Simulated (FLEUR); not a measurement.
## PbS under changes of volume

One of the cells (26.686 Å³/atom); the others are scaled copies at fixed shape and fractional positions:

```xyz
2
Lattice="2.1127 1.2197 3.4519 -2.1127 1.2197 3.4519 0.0000 -2.4395 3.4519" Properties=species:S:1:pos:R:3 pbc="T T T"
Pb    0.0000    0.0000   10.1545
S     0.0000    0.0000    4.9193
```

The cell is a database's computed one.

| Quantity | Value |
| --- | --- |
| Program | FLEUR MaX-R8.1 (patched build s14) |
| Functional | PBE |
| Potentials or basis | all-electron |
| Basis | FLAPW |
| Kmax | 3.86 1/bohr |
| k mesh | 8 × 8 × 8 |
| Occupations | fermi-dirac, width 0.05 eV |
| Spin | no spin polarisation |

```tsv
volume (Å³/atom)	energy over the lowest point (meV/atom)	gap on the mesh (eV)
25.085	29.81	0.23
25.618	15.83	0.31
26.152	6.52	0.39
26.686	?	?
27.220	0.00	0.52
27.753	2.06	0.58
28.287	7.22	0.64
```

Q: What does the run at 26.686 Å³/atom give?

A: Energy over the lowest point 1.36 meV/atom; gap on the mesh 0.46 eV.

Worked out: A Birch-Murnaghan fit of order 3 (a polynomial in V^(-2/3)) to the other rows has its minimum at 27.16 Å³/atom with B0 = V·E''(V) = 53 GPa and B' = 4.2 at fixed shape and positions, which overstates the stiffness. It gives 1.36 meV/atom at 26.686 Å³/atom, against the run's 1.36. A parabola through the other rows of the gap, of slope 3.38 eV per unit of ln V (its deformation potential) there, gives 0.46 eV, against the run's 0.46.

Energies are extrapolated to zero smearing.

Caveats: the plane-wave cutoff is short for the semicore states, which can make moduli rough; spin-orbit coupling is left out, which as a rule narrows the gap of such compounds by several tenths of an eV.

A mesh can miss the band edges.
